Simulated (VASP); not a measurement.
Set up this calculation in VASP 6.6.1, as the native input.

| Property | Result |
| --- | --- |
| Task | single point |
| Functional | PBE |
| Potentials or basis | VASP PAW PBE potentials, release 64 (O_GW) |
| Cutoff | 500 eV |
| k mesh | 5 × 5 × 4 |
| Occupations | gaussian, width 0.02 eV |
| Spin | no spin polarisation |
| Further INCAR settings | ALGO = Normal; EDIFF = 1e-06 |

The structure of O lies in POSCAR:

```
O
1.0
    2.8514028533     -1.6624159400      0.0000000000
    2.8514028533      1.6624159400      0.0000000000
   -2.3944914034      0.0000000000      3.6470501824
O
2
Direct
    0.9745461700      0.9745461700      0.8444259800
    0.0254538300      0.0254538300      0.1555740200
```

These files were run (other wordings do the same):

INCAR

```
SYSTEM = O
PREC = Accurate ; ENCUT = 500
EDIFF = 1E-6 ; ISMEAR = 0
SIGMA = 0.02 ; LREAL = .FALSE.
LASPH = .TRUE. ; NELM = 100
ALGO = Normal ; ISIF = 2
LWAVE = .FALSE. ; LCHARG = .FALSE.
GGA = PE
```

KPOINTS

```
regular mesh
0
G
  5 5 4
  0 0 0
```

Potentials or basis: VASP PAW PBE potentials, release 64 (O_GW).

Run with:

```sh
$ cat potpaw_PBE.64/O_GW/POTCAR > POTCAR
$ mpirun -np 1 vasp_std > vasp.out
```

Results of the run:

```json
{
  "Pressure": "-1.7 GPa",
  "Largest force": "0.437 eV/Å",
  "Band gap on the k mesh": "none (metal or under the smearing width)"
}
```

Caveat: the k mesh is coarse (spacing up to 0.46 Å⁻¹), so the values aren't converged; the cutoff is under 1.25 times the usual one of these potentials, so pressure, stress and relaxed cells hold a basis-set (Pulay) error; the standard files for N, O and F lose accuracy on very short bonds; spin is off for a triplet molecule.

Run time: 5.6 s on 1 thread of Intel(R) Xeon(R) Platinum 8488C (Sapphire Rapids), on a shared host, peak memory 0.14 GiB.
